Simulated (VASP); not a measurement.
# InP (F-43m) in VASP: settings compared, part 2 of 3

VASP 6.6.1. The steps go on from the part before.

## 5. Single point, SVWN5

This run uses another cell than the first one, of 23.66 Å³/atom, 0.940 times its volume.

Contents of INCAR:

```
SYSTEM = InP
ALGO     = Normal         ! electronic algorithm
EDIFF    = 1E-6           ! SCF threshold, eV
ENCUT    = 520            ! plane-wave cutoff, eV
GGA      = VW             ! functional
ISIF     = 2              ! what is computed and relaxed
ISMEAR   = -1             ! smearing method
LASPH    = .TRUE.         ! aspherical terms in the spheres
LCHARG   = .TRUE.         ! write CHGCAR
LELF     = .TRUE.         ! ELF
LREAL    = .FALSE.        ! projectors in reciprocal space
LVHAR    = .TRUE.       
LWAVE    = .FALSE.        ! write WAVECAR
NBANDS   = 16             ! bands
NELM     = 60             ! most SCF steps
PREC     = Accurate       ! precision mode
SIGMA    = 0.05           ! smearing width, eV
```

Contents of KPOINTS:

```
k-points
0
G
  8 8 8
  0 0 0
```

Contents of POSCAR:

```
InP
1.0
    0.0000000000      2.8706770916      2.8706770916
    2.8706770916      0.0000000000      2.8706770916
    2.8706770916      2.8706770916      0.0000000000
In P
1 1
Direct
    0.0000000000      0.0000000000      0.0000000000
    0.7500000000      0.7500000000      0.7500000000
```

Potentials or basis: VASP PAW PBE potentials, release 64 (In_d, P).

Run with:

```console
> cat potpaw_PBE.64/In_d/POTCAR potpaw_PBE.64/P/POTCAR > POTCAR
> mpirun -np 1 vasp_std > vasp.out
```

OUTCAR:

```text
SYSTEM = InP
   EDIFF = 1E-6
   ENCUT = 520
   GGA = VW
   ISIF = 2
   ISMEAR = -1
   LASPH = .TRUE.
   LREAL = .FALSE.
   NELM = 60
   PREC = Accurate

 ion  position               nearest neighbor table
   1  0.000  0.000  0.000-   2 2.49   2 2.49   2 2.49   2 2.49
   2  0.750  0.750  0.750-   1 2.49   1 2.49   1 2.49   1 2.49

  LATTYP: Found a face centered cubic cell.
 ALAT       =     5.7413541832

  Lattice vectors:

 A1 = (   0.0000000000,   2.8706770916,   2.8706770916)
 A2 = (   2.8706770916,   0.0000000000,   2.8706770916)
 A3 = (   2.8706770916,   2.8706770916,   0.0000000000)

Analysis of symmetry for initial positions (statically):
=====================================================================
 Subroutine PRICEL returns:
 Original cell was already a primitive cell.

 Routine SETGRP: Setting up the symmetry group for a
 face centered cubic supercell.

 Subroutine GETGRP returns: Found 24 space group operations
 (whereof 24 operations were pure point group operations)
 out of a pool of 48 trial point group operations.

The static configuration has the point symmetry T_d .

Analysis of symmetry for dynamics (positions and initial velocities):
=====================================================================
 Subroutine PRICEL returns:
 Original cell was already a primitive cell.

 Routine SETGRP: Setting up the symmetry group for a
 face centered cubic supercell.

 Subroutine GETGRP returns: Found 24 space group operations
 (whereof 24 operations were pure point group operations)
 out of a pool of 48 trial point group operations.

The dynamic configuration has the point symmetry T_d .

 Subroutine INISYM returns: Found 24 space group operations
 (whereof 24 operations are pure point group operations),
 and found     1 'primitive' translations

----------------------------------------------------------------------------------------

                                     Primitive cell
[... 108 lines left out ...]
   IALGO  =     38    algorithm
   IMIX   =      4    mixing-type and parameters
     AMIX     =   0.40;   BMIX     =  1.00
     AMIX_MAG =   1.60;   BMIX_MAG =  1.00
  volume/ion in A,a.u.               =      23.66       159.64
  Fermi-wavevector in a.u.,A,eV,Ry     =   1.186237  2.241662 19.145537  1.407157
  Thomas-Fermi vector in A             =   2.322414
   LORBIT       =      0    0 simple, 1 ext, 2 COOP (PROOUT), +10 PAW based schemes
   GGA     = VW    functional components
   LHFCALC =     F    Hartree Fock is set to
   AEXX    =    0.0000 exact exchange contribution
   IVDW    =     0    specifies the selected vdW correction
   LEPSILON=     F    determine dielectric tensor
   LRPA    =     F    only Hartree local field effects (RPA)
 non-spin polarized calculation
  energy-cutoff  :      520.00
  volume of cell :       47.31
 maximum number of plane-waves:      1288
   NGX = 15   NGY = 15   NGZ = 15

 number of electron      17.9999999 magnetization

 Free energy of the ion-electron system (eV)
  ---------------------------------------------------
  ext. energy  EPLUGINS =         0.00000000
  ---------------------------------------------------
  free energy    TOTEN  =        -9.62783048 eV

  energy without entropy =       -9.62782864  energy(sigma->0) =       -9.62782956

 E-fermi :   6.0882     XC(G=0):  -9.8721

 val. band max:        5.6489385760   @ k =   0.0000   0.0000   0.0000
 cond. band min:       6.4679723671   @ k =   0.0000   0.0000   0.0000
 fundamental gap:      0.8190337911
 Fermi energy:         6.0881762874

 k-point     1 :       0.0000    0.0000    0.0000
  band No.  band energies     occupation
      1      -8.6623      2.00000
      2      -8.6623      2.00000
      3      -8.6623      2.00000
      4      -8.4728      2.00000
      5      -8.4728      2.00000
      6      -6.3605      2.00000
[... 433 lines left out ...]
      3      -8.5767      2.00000
      4      -8.4812      2.00000
      5      -8.4569      2.00000
      6      -4.0264      2.00000
[... 8 lines left out ...]
     15      16.4116      0.00000
     16      17.1767      0.00000

 [... further k-points ...]

------------------------ aborting loop because EDIFF is reached ----------------------------------------

  FORCE on cell =-STRESS in cart. coord.  units (eV):
  Direction    XX          YY          ZZ          XY          YZ          ZX
  --------------------------------------------------------------------------------------
  -------------------------------------------------------------------------------------
  Total        1.0228604      1.0228604      1.0228604      0.0000000     -0.0000000     -0.0000000
  in kB       34.6372923     34.6372923     34.6372923      0.0000000     -0.0000000     -0.0000000
  external PRESSURE =      34.6372923 kB  Pullay stress =       0.0000000 kB

 VOLUME and BASIS-vectors are now :
 -----------------------------------------------------------------------------
  energy-cutoff  :      520.00
  volume of cell :       47.31
      direct lattice vectors                 reciprocal lattice vectors
     0.000000000  2.870677092  2.870677092    -0.174174936  0.174174936  0.174174936
     2.870677092  0.000000000  2.870677092     0.174174936 -0.174174936  0.174174936
     2.870677092  2.870677092  0.000000000     0.174174936  0.174174936 -0.174174936

 POSITION                                       TOTAL-FORCE (eV/Angst)
 -----------------------------------------------------------------------------------
      0.00000      0.00000      0.00000         0.000000      0.000000      0.000000
      4.30602      4.30602      4.30602        -0.000000     -0.000000     -0.000000
 -----------------------------------------------------------------------------------
    total drift:                                0.000000      0.000000      0.000000

  FREE ENERGIE OF THE ION-ELECTRON SYSTEM (eV)
  ---------------------------------------------------
  free  energy   TOTEN  =        -9.6278304826 eV

  energy  without entropy=       -9.6278286416  energy(sigma->0) =       -9.62782956
```

OSZICAR:

```text
N       E                     dE             d eps       ncg     rms          rms(c)
DAV:   1     0.111428259907E+03    0.11143E+03   -0.83722E+03   936   0.129E+03
DAV:   2    -0.232301202700E+01   -0.11375E+03   -0.10818E+03  1024   0.305E+02
DAV:   3    -0.990098077498E+01   -0.75780E+01   -0.75446E+01  1232   0.766E+01
DAV:   4    -0.100995680163E+02   -0.19859E+00   -0.19854E+00  1184   0.130E+01
DAV:   5    -0.101098386951E+02   -0.10271E-01   -0.10271E-01  1368   0.260E+00    0.551E+00
DAV:   6    -0.967963674396E+01    0.43020E+00   -0.65199E-01  1512   0.151E+01    0.304E+00
DAV:   7    -0.963327645464E+01    0.46360E-01   -0.15673E-01  1384   0.371E+00    0.991E-01
DAV:   8    -0.962805911706E+01    0.52173E-02   -0.16309E-02  1120   0.142E+00    0.451E-01
DAV:   9    -0.962780354073E+01    0.25558E-03   -0.13929E-03  1280   0.400E-01    0.195E-01
DAV:  10    -0.962782961877E+01   -0.26078E-04   -0.16963E-04  1360   0.134E-01    0.113E-01
DAV:  11    -0.962783230086E+01   -0.26821E-05   -0.28619E-05  1416   0.900E-02    0.723E-02
DAV:  12    -0.962783051556E+01    0.17853E-05   -0.41716E-06  1160   0.149E-02    0.113E-02
DAV:  13    -0.962783048261E+01    0.32950E-07   -0.33255E-07   696   0.322E-03
   1 F= -.96278305E+01 E0= -.96278296E+01  d E =-.184106E-05
```

stdout:

```text
POSCAR found type information on POSCAR InP
 POSCAR found :  2 types and       2 ions
 scaLAPACK will be used
 -----------------------------------------------------------------------------
|                                                                             |
|                                                                             |
|     You enforced a specific xc type in the INCAR file but a different       |
|     I HOPE YOU KNOW WHAT YOU ARE DOING!                                     |
|                                                                             |
 -----------------------------------------------------------------------------

 LDA part: xc-table for (Slater(with rela. corr.)+VWN5), standard interpolation
 POSCAR, INCAR and KPOINTS ok, starting setup
 FFT: planning ... GRIDC
 FFT: planning ... GRID_SOFT
 FFT: planning ... GRID
 WAVECAR not read
 entering main loop
```

It took 13 s on 1 thread of AMD EPYC 9R45 (Zen 5), shared host; peak memory 0.13 GiB.

What came out:

* Free energy: -9.6278 eV
* Pressure: 3.5 GPa
* Band gap on the k mesh: 0.82 eV, direct

Caveat: the PAW data sets were made with another functional, which shifts forces and pressure a little; spin-orbit coupling is left out, which moves the levels of the heavy elements.

(Continued in part 3 of 3.)
